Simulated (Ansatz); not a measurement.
W: equation of state with LDA

The system is W.

```
W
1.0
     2.80966    0.00000    0.00000
     0.00000    4.86387    0.00000
     0.00000    0.00000    4.92370
W
4
Direct
  0.79317 0.93684 0.75000
  0.20683 0.43684 0.75000
  0.20683 0.06316 0.25000
  0.79317 0.56316 0.25000
```

This isn't the form of W at room conditions, which is bcc.

```json
{
  "Program": "Ansatz 0.2.0",
  "Task": "equation of state",
  "Functional": "LDA",
  "Potentials or basis": "all-electron LAPW, scalar-relativistic",
  "Basis error allowed": "0.002 eV/atom",
  "k mesh": "9 × 6 × 6",
  "Occupations": "fermi-dirac, width 0.05 eV",
  "Spin": "no spin polarisation"
}
```

```json
{
  "Equilibrium volume": "15.88 Å³/atom",
  "Bulk modulus at fixed shape and positions": "308 GPa",
  "Pressure derivative of the bulk modulus": "4.2"
}
```

Energy against volume, from the lowest point:
```
volume (Å³/atom)  energy (meV/atom)
          15.812               0.00
          16.149               3.80
          16.485              20.16
          16.822              47.81
          17.158              85.59
          17.494             132.45
          17.831             187.44
```

All runs of the series together: 9 min on 2 threads of Arm Neoverse V2, with other jobs on the host.

Caveat: the cell was scaled at fixed shape and fractional positions, which overstates the stiffness of a crystal with free parameters, most of all of layers and chains. The run has no spin-orbit coupling, so splittings on W are missing.
